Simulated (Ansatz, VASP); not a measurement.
LiCl: VASP beside Ansatz

File INCAR:

```
PREC     = Accurate       # precision mode
ENCUT    = 520            # plane-wave cutoff, eV
EDIFF    = 1E-7           # SCF threshold, eV
ISMEAR   = -1             # smearing method
SIGMA    = 0.02           # smearing width, eV
LREAL    = F              # projectors in reciprocal space
LASPH    = T              # aspherical terms in the spheres
NELM     = 100            # most SCF steps
ALGO     = Normal         # electronic algorithm
ISIF     = 2              # what is computed and relaxed
LWAVE    = F              # write WAVECAR
LCHARG   = T              # write CHGCAR
GGA      = PE             # functional
LELF     = T              # ELF
LVHAR    = T            
NBANDS   = 18             # bands
```

File KPOINTS:

```
Automatic mesh
0
Gamma
  12 12 6
```

Contents of POSCAR:

```
LiCl
1.0
    3.9571094246      0.0000000000      0.0000000000
   -1.9785547123      3.4269572872      0.0000000000
    0.0000000000      0.0000000000      5.4912653896
Li Cl
2 2
Direct
    0.3333333333      0.6666666667      0.2500000000
    0.6666666667      0.3333333333      0.7500000000
    0.6666666667      0.3333333333      0.2500000000
    0.3333333333      0.6666666667      0.7500000000
```

Input for Ansatz:

```yaml
crystal:
  lattice:
    - [3.9571094246, 0.0, 0.0]
    - [-1.9785547123, 3.4269572872, 0.0]
    - [0.0, 0.0, 5.4912653896]
  atoms:
    - { symbol: Li, position: [0.3333333333, 0.6666666667, 0.25] }
    - { symbol: Li, position: [0.6666666667, 0.3333333333, 0.75] }
    - { symbol: Cl, position: [0.6666666667, 0.3333333333, 0.25] }
    - { symbol: Cl, position: [0.3333333333, 0.6666666667, 0.75] }
kpoints:
  mp_grid: { grid: [12, 12, 6] }
  band_path:
    path:
      - [0.0, 0.0, 0.0]
      - [0.5, 0.0, 0.0]
      - [0.3333333333, 0.3333333333, 0.0]
      - [0.0, 0.0, 0.5]
      - [0.5, 0.0, 0.5]
      - [0.3333333333, 0.3333333333, 0.5]
    npoints: 1
hamiltonian:
  xc: pbe
scf:
  occupations: { method: fermi_dirac, width: 0.02 }
  n_extra_bands: 5
output:
  forces: true
  stress: true
  eigenvalues: true
```

Change from the starting cell: epitaxial_xy strain -4.9%.

Alike in both runs: task single point; functional PBE; k mesh 12 × 12 × 6; occupations fermi-dirac, width 0.02 eV; no spin polarisation.

```csv
,VASP,Ansatz
version,VASP 6.6.1,Ansatz 0.2.0
potentials or method,"VASP PAW PBE potentials, release 64 (Li_sv, Cl)","plane waves, PAW"
plane-wave cutoff (eV),520,420
valence electrons in the cell,20,20
```

Ansatz gave:

- gap on the k mesh at the Fermi level (eV): 5.77

Task: Estimate VASP's values.

Result: gap on the k mesh at the Fermi level (eV): 5.78.

The functional is the same, so the differences come from potentials, cutoffs and numerics.

 A k mesh can miss the band edges.
